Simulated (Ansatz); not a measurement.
The system is SiO2.

```
Si O
1.0
     0.00000    4.71626    7.36278
     2.35958    0.00000    7.36278
     2.35958    4.71626    0.00000
Si O
4 8
Cartesian
  3.5394 7.0744 13.7944
  2.3596 4.7163 10.1131
  2.3596 4.7163 4.6125
  3.5394 7.0744 8.2939
  1.1798 0.5984 3.6814
  1.1798 4.1179 3.6814
  2.3596 7.6728 7.3628
  2.3596 1.7597 7.3628
  2.9495 3.5372 5.5221
  2.9495 5.8953 9.2035
  1.7697 3.5372 9.2035
  1.7697 5.8953 5.5221
```

The cell comes from a database or a generator and needn't be the stable form of this composition.

Base run:

```yaml
Program: Ansatz 0.2.0
Functional: PBE0
Potentials_or_basis: Ansatz PAW
Cutoff: 420 eV
Density_cutoff: 1680 eV
k_mesh: 4 × 4 × 4
Occupations: fixed
Spin: no spin polarisation
```

Its results: band gap on the k mesh 8.35 eV, direct; largest force 0.064 eV/Å.

Question: The run is repeated on the same cell with these changes: functional from PBE0 to HSE06; level from pbe0 to hse06. What comes out?

Answer: Band gap on the k mesh 7.58 eV, direct; largest force 0.063 eV/Å.

Caveats: the PAW data sets come from PBE, with cores solved anew for the run's functional, which leaves a small shift of forces and pressure.

Not every run made on this cell is shown here.
